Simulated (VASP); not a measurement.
# Sc (P6_3/mmc) in VASP: equation of state

How stiff is Sc in PBE, and what volume does it want? The cell is scaled to several volumes.

Everything below comes from runs of VASP 6.6.1. Logs are shortened: lines on timing, memory, paths and dates and some standing lists are left out, and cuts for length are marked.

## 1. The structure

The structure is hexagonal, space group P6_3/mmc (No. 194). The conventional cell has a = 3.309 Å, b = 3.309 Å, c = 5.273 Å, α = 90.00°, β = 90.00°, γ = 120.00°. Around Sc (site symmetry -6m2) lie 12 Sc at 3.26 to 3.31 Å.

## 2. Equation of state, PBE, 23.50 Å³/atom (volume scaled by 0.94)

File INCAR:

```
ALGO = Normal
EDIFF = 1E-7
ENCUT = 520
GGA = PE
ISIF = 2
ISMEAR = -1
LASPH = T
LCHARG = F
LREAL = F
LWAVE = F
NBANDS = 18
NELM = 60
PREC = Accurate
SIGMA = 0.05
```

File KPOINTS:

```
k-points
0
Gamma
  9 9 5
```

File POSCAR:

```
Sc
1.0
    3.2414504337      0.0000000000      0.0000000000
   -1.6207252169      2.8071784207      0.0000000000
    0.0000000000      0.0000000000      5.1656514271
Sc
2
Direct
    0.6666666667      0.3333333333      0.7500000000
    0.3333333333      0.6666666667      0.2500000000
```

Potentials or basis: VASP PAW PBE potentials, release 64 (Sc_sv).

Started as:

```sh
$ cat potpaw_PBE.64/Sc_sv/POTCAR > POTCAR
$ mpirun -np 1 vasp_std > vasp.out
```

OUTCAR:

```text
EDIFF = 1E-7
   ENCUT = 520
   GGA = PE
   ISIF = 2
   ISMEAR = -1
   LASPH = T
   LREAL = F
   NELM = 60
   PREC = Accurate

 ion  position               nearest neighbor table
   1  0.667  0.333  0.750-   2 3.19   2 3.19   2 3.19   2 3.19   2 3.19   2 3.19
   2  0.333  0.667  0.250-   1 3.19   1 3.19   1 3.19   1 3.19   1 3.19   1 3.19

  LATTYP: Found a hexagonal cell.
 ALAT       =     3.2414504337
 C/A-ratio  =     1.5936234512

  Lattice vectors:

 A1 = (   3.2414504337,   0.0000000000,   0.0000000000)
 A2 = (  -1.6207252169,   2.8071784207,   0.0000000000)
 A3 = (   0.0000000000,   0.0000000000,   5.1656514271)

Analysis of symmetry for initial positions (statically):
=====================================================================
 Subroutine PRICEL returns:
 Original cell was already a primitive cell.

 Routine SETGRP: Setting up the symmetry group for a
 hexagonal supercell.

 Subroutine GETGRP returns: Found 24 space group operations
 (whereof 12 operations were pure point group operations)
 out of a pool of 24 trial point group operations.

The static configuration has the point symmetry D_3d.
 The point group associated with its full space group is D_6h.

Analysis of symmetry for dynamics (positions and initial velocities):
=====================================================================
 Subroutine PRICEL returns:
 Original cell was already a primitive cell.

 Routine SETGRP: Setting up the symmetry group for a
 hexagonal supercell.

 Subroutine GETGRP returns: Found 24 space group operations
 (whereof 12 operations were pure point group operations)
 out of a pool of 24 trial point group operations.

The dynamic configuration has the point symmetry D_3d.
 The point group associated with its full space group is D_6h.

 Subroutine INISYM returns: Found 24 space group operations
 (whereof 12 operations are pure point group operations),
 and found     1 'primitive' translations

----------------------------------------------------------------------------------------

                                     Primitive cell

  volume of cell :      47.0040

  direct lattice vectors                    reciprocal lattice vectors
     3.241450434  0.000000000  0.000000000     0.308503869  0.178114792  0.000000000
    -1.620725217  2.807178421  0.000000000     0.000000000  0.356229584  0.000000000
     0.000000000  0.000000000  5.165651427     0.000000000  0.000000000  0.193586426

  length of vectors
     3.241450434  3.241450434  5.165651427     0.356229584  0.356229584  0.193586426

  position of ions in fractional coordinates (direct lattice)
     0.666666667  0.333333333  0.750000000
     0.333333333  0.666666667  0.250000000

  ion indices of the primitive-cell ions
   primitive index   ion index
                 1           1
                 2           2

----------------------------------------------------------------------------------------

 KPOINTS: k-points

Automatic generation of k-mesh.
 Grid dimensions read from file:
 generate k-points for:    9    9    5

 Generating k-lattice:

  Cartesian coordinates                     Fractional coordinates (reciprocal lattice)
     0.034278208  0.019790532  0.000000000     0.111111111  0.000000000  0.000000000
     0.000000000  0.039581065  0.000000000     0.000000000  0.111111111  0.000000000
     0.000000000  0.000000000  0.038717285     0.000000000  0.000000000  0.200000000

  Length of vectors
     0.039581065  0.039581065  0.038717285

  Shift w.r.t. Gamma in fractional coordinates (k-lattice)
     0.000000000  0.000000000  0.000000000

 Subroutine IBZKPT returns following result:
 ===========================================

 Found     36 irreducible k-points:

 Following reciprocal coordinates:
            Coordinates               Weight
  0.000000  0.000000  0.000000      1.000000
  0.111111  0.000000  0.000000      6.000000
  0.222222  0.000000  0.000000      6.000000
  0.333333 -0.000000  0.000000      6.000000
  0.444444  0.000000  0.000000      6.000000
  0.111111  0.111111  0.000000      6.000000
[... 28 lines left out ...]
  0.333333  0.222222  0.400000     24.000000
  0.333333  0.333333  0.400000      4.000000
   k-points           NKPTS =     36   k-points in BZ     NKDIM =     36   number of bands    NBANDS=     18
   number of dos      NEDOS =    301   number of ions     NIONS =      2
   total plane-waves  NPLWV =  23040
   dimension x,y,z NGX =    24 NGY =   24 NGZ =   40
   dimension x,y,z NGXF=    48 NGYF=   48 NGZF=   80
   ions per type =               2
   NGX,Y,Z   is equivalent  to a cutoff of  12.31, 12.31, 12.87 a.u.
   NGXF,Y,Z  is equivalent  to a cutoff of  24.62, 24.62, 25.75 a.u.
 SYSTEM =  unknown system
   PREC   = accura    normal or accurate (medium, high low for compatibility)
   ISTART =      0    job   : 0-new  1-cont  2-samecut
   ICHARG =      2    charge: 1-file 2-atom 10-const
   ISPIN  =      1    spin polarized calculation?
   LNONCOLLINEAR =      F non collinear calculations
   LSORBIT =      F    spin-orbit coupling
   LASPH  =      T    aspherical Exc in radial PAW
   ENCUT  =  520.0 eV  38.22 Ry    6.18 a.u.   6.03  6.03  9.60*2*pi/ulx,y,z
   NELM   =     60;   NELMIN=  2; NELMDL= -5     # of ELM steps
   EDIFF  = 0.1E-06   stopping-criterion for ELM
   LREAL  =      F    real-space projection
   EDIFFG = 0.1E-05   stopping-criterion for IOM
   NSW    =      0    number of steps for IOM
   IBRION =     -1    ionic relax: 0-MD 1-quasi-New 2-CG
   NFREE  =      0    steps in history (QN), initial steepest desc. (CG)
   ISIF   =      2    stress and relaxation
   ISYM   =      2    0-nonsym 1-usesym 2-fastsym
   POTIM  = 0.5000    time-step for ionic-motion
   TEBEG  =    0.0;   TEEND  =   0.0 temperature during run
   PSTRESS=    0.0 pullay stress
   NELECT =      22.0000    total number of electrons
   NUPDOWN=      -1.0000    fix difference up-down
   EMIN   =  10.00;   EMAX   =-10.00  energy-range for DOS
   EFERMI =   0.00;   METHOD = LEGACY
   ISMEAR =    -1;   SIGMA  =   0.05  broadening in eV -4-tet -1-fermi 0-gaus
   EFERMI_NEDOS =   21; number of points for ismear=-14 and -15
   IALGO  =     38    algorithm
   IMIX   =      4    mixing-type and parameters
     AMIX     =   0.40;   BMIX     =  1.00
     AMIX_MAG =   1.60;   BMIX_MAG =  1.00
  volume/ion in A,a.u.               =      23.50       158.60
  Fermi-wavevector in a.u.,A,eV,Ry     =   1.271074  2.401982 21.981974  1.615630
  Thomas-Fermi vector in A             =   2.404027
   LORBIT       =      0    0 simple, 1 ext, 2 COOP (PROOUT), +10 PAW based schemes
   GGA     = PE    functional components
   LHFCALC =     F    Hartree Fock is set to
   AEXX    =    0.0000 exact exchange contribution
   IVDW    =     0    specifies the selected vdW correction
   LEPSILON=     F    determine dielectric tensor
   LRPA    =     F    only Hartree local field effects (RPA)
 non-spin polarized calculation
  energy-cutoff  :      520.00
  volume of cell :       47.00
 maximum number of plane-waves:      1290
   NGX = 13   NGY = 13   NGZ = 19

 number of electron      21.9999996 magnetization

 Free energy of the ion-electron system (eV)
  ---------------------------------------------------
  ext. energy  EPLUGINS =         0.00000000
  ---------------------------------------------------
  free energy    TOTEN  =       -12.48888859 eV

  energy without entropy =      -12.45437339  energy(sigma->0) =      -12.47163099

 E-fermi :   3.9676     XC(G=0): -10.0707

 val. band max:        3.9664958216   @ k =   0.1111   0.1111   0.2000
 cond. band min:       3.9832736964   @ k =   0.3333  -0.0000   0.4000
 fundamental gap:      0.0167778748
 Fermi energy:         3.9675755949

 k-point     1 :       0.0000    0.0000    0.0000
  band No.  band energies     occupation
      1     -45.3320      2.00000
      2     -45.2523      2.00000
      3     -24.1912      2.00000
      4     -23.7907      2.00000
      5     -23.7907      2.00000
      6     -23.7222      2.00000
[... 10 lines left out ...]
     17       6.4757      0.00000
     18       6.4757      0.00000

 k-point     2 :       0.1111    0.0000    0.0000
  band No.  band energies     occupation
      1     -45.3248      2.00000
      2     -45.2494      2.00000
      3     -24.1726      2.00000
      4     -23.8289      2.00000
      5     -23.8033      2.00000
      6     -23.7620      2.00000
[... 10 lines left out ...]
     17       6.2713      0.00000
     18       6.3082      0.00000

 k-point     3 :       0.2222    0.0000    0.0000
  band No.  band energies     occupation
      1     -45.3059      2.00000
      2     -45.2426      2.00000
      3     -24.1216      2.00000
      4     -23.9267      2.00000
      5     -23.8593      2.00000
      6     -23.8336      2.00000
[... 10 lines left out ...]
     17       6.5439      0.00000
     18       6.7863      0.00000

 k-point     4 :       0.3333   -0.0000    0.0000
  band No.  band energies     occupation
      1     -45.2825      2.00000
      2     -45.2367      2.00000
      3     -24.0522      2.00000
      4     -24.0392      2.00000
      5     -23.9649      2.00000
      6     -23.8666      2.00000
[... 627 lines left out ...]
      4     -24.0743      2.00000
      5     -23.9056      2.00000
      6     -23.8851      2.00000
[... 10 lines left out ...]
     17       7.6492      0.00000
     18       8.1399      0.00000

 k-point    35 :       0.3333    0.2222    0.4000
  band No.  band energies     occupation
      1     -45.2486      2.00000
      2     -45.2430      2.00000
      3     -24.1127      2.00000
      4     -24.0957      2.00000
      5     -23.9556      2.00000
      6     -23.9171      2.00000
[... 10 lines left out ...]
     17       7.7374      0.00000
     18       8.0519      0.00000

 k-point    36 :       0.3333    0.3333    0.4000
  band No.  band energies     occupation
      1     -45.2432      2.00000
      2     -45.2432      2.00000
      3     -24.0830      2.00000
      4     -24.0830      2.00000
      5     -24.0055      2.00000
      6     -23.9580      2.00000
[... 10 lines left out ...]
     17       7.7963      0.00000
     18       7.7963      0.00000

------------------------ aborting loop because EDIFF is reached ----------------------------------------

  FORCE on cell =-STRESS in cart. coord.  units (eV):
  Direction    XX          YY          ZZ          XY          YZ          ZX
  --------------------------------------------------------------------------------------
  -------------------------------------------------------------------------------------
  Total        1.0419909      1.0419909      0.5054660     -0.0000000      0.0000000      0.0000000
  in kB       35.5173049     35.5173049     17.2293170     -0.0000000      0.0000000      0.0000000
  external PRESSURE =      29.4213089 kB  Pullay stress =       0.0000000 kB

 VOLUME and BASIS-vectors are now :
 -----------------------------------------------------------------------------
  energy-cutoff  :      520.00
  volume of cell :       47.00
      direct lattice vectors                 reciprocal lattice vectors
     3.241450434  0.000000000  0.000000000     0.308503869  0.178114792  0.000000000
    -1.620725217  2.807178421  0.000000000     0.000000000  0.356229584  0.000000000
     0.000000000  0.000000000  5.165651427     0.000000000  0.000000000  0.193586426

 POSITION                                       TOTAL-FORCE (eV/Angst)
 -----------------------------------------------------------------------------------
      1.62073      0.93573      3.87424        -0.000000     -0.000000      0.000000
     -0.00000      1.87145      1.29141         0.000000      0.000000      0.000000
 -----------------------------------------------------------------------------------
    total drift:                               -0.000000      0.000000     -0.000000

  FREE ENERGIE OF THE ION-ELECTRON SYSTEM (eV)
  ---------------------------------------------------
  free  energy   TOTEN  =       -12.4888885908 eV

  energy  without entropy=      -12.4543733860  energy(sigma->0) =      -12.47163099
```

Run time: 20 s. Hardware: 1 thread of AMD EPYC 9R45 (Zen 5), shared host; peak memory 0.14 GiB.

Results:

| Property | Result |
| --- | --- |
| Free energy | -12.4889 eV |
| Pressure | 2.9 GPa |
| Band gap on the k mesh | none (metal or under the smearing width) |

[end of part 1 of 2]
